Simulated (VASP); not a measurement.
BeTe:

```
Te Be
1.0
     0.00000    2.77000    2.77000
     2.77000    0.00000    2.77000
     2.77000    2.77000    0.00000
Te Be
1 1
Direct
  0.75000 0.75000 0.75000
  0.00000 0.00000 0.00000
```

```yaml
Program: VASP 6.6.1
Task: relaxation of cell and atoms
Functional: vdW-DF-cx
Potentials_or_basis: VASP PAW PBE potentials, release 64 (Te, Be)
Cutoff: 600 eV
k_mesh: 8 × 8 × 8
Occupations: fermi-dirac, width 0.05 eV
Spin: no spin polarisation
```

At the start: pressure 3.7 GPa; volume 21.25 Å³/atom.

Problem. How do energy, volume and symmetry change on relaxing?

Solution. Over 3 steps the energy falls by 13.7 meV/atom and the volume is 22.49 Å³/atom (+5.8 %); space group F-43m (No. 216, to 0.05 Å).

Step by step:
```tsv
step	energy change (eV)	largest force (eV/Å)	pressure (GPa)	volume (Å³)
1	0.0000	0.0000	3.71	42.51
2	-0.0259	0.0000	-0.76	45.61
3	-0.0274	0.0000	0.01	44.99
```

Final structure:
```xyz
2
Lattice="0.0000 2.8228 2.8228 2.8228 0.0000 2.8228 2.8228 2.8228 0.0000" Properties=species:S:1:pos:R:3 pbc="T T T"
Te    4.2342    4.2342    4.2342
Be    0.0000    0.0000    0.0000
```

Caveat: the PAW data sets were made with another functional, which shifts forces and pressure a little.
